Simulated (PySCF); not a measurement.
## Unknowns

Equivalent nuclei averaged, relativity neglected, one conformer, isolated molecule. J: B3LYP/pcJ-1 (spin–dipole term left out of most H,H and C,H couplings); shieldings: GIAO PBE0/pcSseg-1; geometry: GFN2-xTB; PySCF 2.14.

Shifts are taken against calculated references (same method and geometry level): 1H and 13C against TMS. Multiplet labels drop J under 1 Hz and among equivalent protons, and merge close values. Unscaled 3J(H,H) run several per cent high. Splittings of carbon signals by F and P are missing where no couplings were computed. Where no couplings were computed, multiplicities follow the n + 1 count of equivalent neighbours, and m marks all less simple cases (inequivalent or close neighbours, rings, F or P nearby). Vicinal couplings that depend on rotamer populations or ring flexing (ring, CH–CH, X–H and H–F types) are those of the one conformer. Shifts are as computed. Against solution values, carbons near 30 ppm lie about +3 ppm off and those near 130 ppm about +5 ppm. Of 1211 compounds with measured shifts, 218 miss one by over three times the rms of a fit or turn the order of signals round; such compounds aren't used in these exercises.

**Question.** C$_{5}$H$_{8}$. 1H NMR (600 MHz, computed): δ 0.82 (s, 8H). 13C{1H} NMR (computed): δ 10.1 (C), 9.7 (CH2). Give a structure.

**Answer.** spiropentane. Rings plus π bonds: 2 (2 rings in the answer). 2 carbon signals for 5 carbons: some carbons are equivalent by symmetry or fast rotation. Carbon types of the structure: 1 × C, 4 × CH2, which accounts for all hydrogens. δC 10.1, 9.7: three-membered-ring carbon; carbons of three-membered rings are unusually shielded. δH 0.82: hydrogen on a three-membered-ring carbon; cyclopropane-type protons are shielded by the ring.

The shifts were computed for this structure.

**Question.** C$_{5}$H$_{8}$. 1H NMR (300 MHz, computed): δ 5.22 (quint, J = 3.4 Hz, 2H), 2.84 (m, 4H), 1.99 (m, 2H). 13C{1H} NMR (computed): δ 157.9 (C), 114.7 (CH2), 31.5 (CH2), 15.8 (CH2). Identify the compound.

**Answer.** SMILES C1CC(=C)C1. The formula gives 2 degrees of unsaturation (1 ring in the answer). 4 carbon signals for 5 carbons: some carbons are equivalent by symmetry or fast rotation. Carbon types of the structure: 1 × C, 4 × CH2, which accounts for all hydrogens. δC 157.9: fully substituted alkene carbon; as expected for a trigonal carbon in a double bond. δC 114.7: terminal =CH2 carbon; as expected for a trigonal carbon in a double bond. δC 15.8: sp3 CH2 in a ring; a saturated carbon with 2 carbon neighbours and no heteroatom attached. δH 2.84: hydrogen on an allylic sp3 CH2; allylic position.

The shifts were computed for this structure.

**Question.** C$_{3}$F$_{5}$P. 13C{1H} NMR (computed): δ 160.8 (C), 128.7 (C), 109.8 (C). What is it?

**Answer.** SMILES FC(F)(F)C(F)(F)C#P. 3 carbon signals for 3 carbons: no two carbons are equivalent. Carbon types of the structure: 3 × C. δC 160.8: carbon bonded to C, P. δC 128.7: CF3 carbon; 3 electronegative neighbours deshield it. δC 109.8: fully substituted sp3 carbon bonded to 2 F; 2 electronegative neighbours deshield it.

The shifts were computed for this structure.
